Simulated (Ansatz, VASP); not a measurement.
Co in VASP and in Ansatz

Contents of INCAR:

```
SYSTEM = Co
PREC = Accurate ; ENCUT = 520
EDIFF = 1E-7 ; ISMEAR = 0
SIGMA = 0.1 ; LREAL = .False.
LASPH = .True. ; NELM = 150
ALGO = Normal ; ISIF = 2
LWAVE = .False. ; LCHARG = .False.
ISPIN = 2 ; MAGMOM = 0.3
LORBIT = 11 ; LMAXMIX = 4
GGA = PE ; NBANDS = 14
```

KPOINTS

```
regular mesh
0
Gamma
  14 14 14
  0 0 0
```

Contents of POSCAR:

```
Co
1.0
    0.0000000000      1.7895000000      1.7895000000
    1.7895000000      0.0000000000      1.7895000000
    1.7895000000      1.7895000000      0.0000000000
Co
1
Direct
    0.0000000000      0.0000000000      0.0000000000
```

Input for Ansatz:

```yaml
crystal:
  lattice:
    - [0.0, 1.7895, 1.7895]
    - [1.7895, 0.0, 1.7895]
    - [1.7895, 1.7895, 0.0]
  atoms:
    - { symbol: Co, position: [0.0, 0.0, 0.0], spin: 0.3 }
magnetization:
  spin_polarized: true
hamiltonian:
  xc: pbe
  pseudopotentials: { kind: paw }
basis:
  ecutwfc: 420
kpoints:
  mp_grid: { grid: [14, 14, 14] }
scf:
  occupations: { method: gaussian, width: 0.1 }
  lower_state_search: "off"
output:
  forces: true
  stress: true
```

Change from the starting cell: parallel moments scaled by 0.1, free total moment.

Alike in both runs: task single point; functional PBE; k mesh 14 × 14 × 14; occupations gaussian, width 0.1 eV; collinear spin.

```csv
,VASP,Ansatz
version,VASP 6.6.1,Ansatz 0.2.0
potentials or method,"VASP PAW PBE potentials, release 64 (Co)","PAW, plane waves, scalar-relativistic"
plane-wave cutoff (eV),520,420
valence electrons in the cell,9,17
```

Ansatz gave:

* pressure (GPa): -8.5
* net moment per atom (μB): 1.73
* size of the moment on the site where the two differ most (μB): 1.80

Problem. Estimate VASP's values.

Solution. Pressure (GPa): -21.3; net moment per atom (μB): 0.00; size of the moment on the site where the two differ most (μB): 0.00.

The net moments differ so much that the two runs ended in different magnetic states, which moves the other rows too. Site moments also hang on the region over which each program counts them. The two sets of potentials don't hold the same shells in valence.

Caveats: so large a pressure means that the cell lies far from this level's equilibrium, or that cutoff or potentials fall short (VASP).
